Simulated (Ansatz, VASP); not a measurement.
This is a calculation of Y for Ansatz 0.2.0.

input.yaml

```yaml
crystal:
  lattice:
    - [3.6229200678, 0.0, 0.0]
    - [-1.8114600339, 3.1375408146, 0.0]
    - [0.0, 0.0, 5.6921384384]
  atoms:
    - { symbol: "Y", position: [0.6666666667, 0.3333333333, 0.75] }
    - { symbol: "Y", position: [0.3333333333, 0.6666666667, 0.25] }
kpoints:
  mp_grid: { grid: [8, 8, 5] }
scf:
  occupations: { method: fermi_dirac, width: 0.05 }
hamiltonian:
  xc: pbe
  pseudopotentials: { kind: all_electron, lapw: { basis_error: 0.0005 } }
output:
  forces: true
  stress: true
  eigenvalues: true
```

Potentials or basis: all-electron LAPW, scalar-relativistic.

Launch:

```bash
$ ansatz run input.yaml --threads 1 --pin off --max-ram 3072MiB --backend cpu --events-out ev --progress --plain --runs-dir out
```

Task: Translate it to VASP 6.6.1. Potentials there: VASP PAW PBE potentials, release 64 (Y_sv).

Result: As run (the cutoff follows the program's own potentials):

Contents of INCAR:

```
SYSTEM = Y
ALGO     = Normal         ! electronic algorithm
EDIFF    = 1E-6           ! SCF threshold, eV
ENCUT    = 520            ! plane-wave cutoff, eV
GGA      = PE             ! functional
ISIF     = 2              ! what is computed and relaxed
ISMEAR   = -1             ! smearing method
LASPH    = .True.         ! aspherical terms in the spheres
LCHARG   = .True.         ! write CHGCAR
LELF     = .True.         ! ELF
LREAL    = .False.        ! projectors in reciprocal space
LVHAR    = .True.       
LWAVE    = .False.        ! write WAVECAR
NBANDS   = 18             ! bands
NELM     = 80             ! most SCF steps
PREC     = Accurate       ! precision mode
SIGMA    = 0.05           ! smearing width, eV
```

KPOINTS

```
k-points
0
Gamma
  8 8 5
  0 0 0
```

The input POSCAR:

```
Y
1.0
    3.6229200678      0.0000000000      0.0000000000
   -1.8114600339      3.1375408146      0.0000000000
    0.0000000000      0.0000000000      5.6921384384
Y
2
Direct
    0.6666666667      0.3333333333      0.7500000000
    0.3333333333      0.6666666667      0.2500000000
```

Potentials or basis: VASP PAW PBE potentials, release 64 (Y_sv).

The run is started by

```sh
$ cat potpaw_PBE.64/Y_sv/POTCAR > POTCAR
$ mpirun -np 1 vasp_std > vasp.out
```

Both were run:

|  | VASP | Ansatz | Ansatz less VASP |
| --- | --- | --- | --- |
| gap on the k mesh at the Fermi level (eV) | none | none | - |
| pressure (GPa) | 0.6 | 0.7 | +0.12 |
| largest component of the traceless stress (GPa) | 0.26 | 0.27 | +0.002 |

A gap of «none» marks a metal or a gap that the smearing closes. Ansatz ran all-electron here, so the differences hold the error of VASP's frozen core and of both bases.
